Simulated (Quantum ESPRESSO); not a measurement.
The system is HfC.

```xyz
2
Lattice="0.0000 2.3250 2.3250 2.3250 0.0000 2.3250 2.3250 2.3250 0.0000" Properties=species:S:1:pos:R:3 pbc="T T T"
Hf    2.3250    2.3250    2.3250
C     0.0000    0.0000    0.0000
```

* Program: Quantum ESPRESSO 7.5
* Task: single point
* Functional: PBEsol
* Potentials or basis: GBRV 1.5 PBEsol
* Cutoff: 612 eV
* Density cutoff: 4898 eV
* k mesh: 10 × 10 × 10
* Occupations: fermi-dirac, width 0.05 eV
* Spin: no spin polarisation

On this cell: pressure -6.3 GPa; largest force zero by symmetry; band gap on the k mesh none (metal or under the smearing width).

The same run follows on a disturbed copy (atoms moved at random, drawn with an rms of 0.05 Å):

```
Hf C
1.0
     0.00000    2.32500    2.32500
     2.32500    0.00000    2.32500
     2.32500    2.32500    0.00000
Hf C
1 1
Direct
  0.48872 0.50833 0.48842
  0.99015 0.01910 0.99366
```

Problem. What changes?

Solution. The energy (extrapolated to zero smearing) moves by +4.7 meV/atom; pressure -6.0 GPa; largest force 0.367 eV/Å; band gap on the k mesh none (metal or under the smearing width).

Forces on the atoms (eV/Å):
```
Hf   0.276  0.116  0.211
C   -0.276 -0.116 -0.211
```

Stress tensor (GPa, compression positive):
```
-5.88 -0.09 -0.16
-0.09 -6.20 -0.07
-0.16 -0.07 -6.05
```
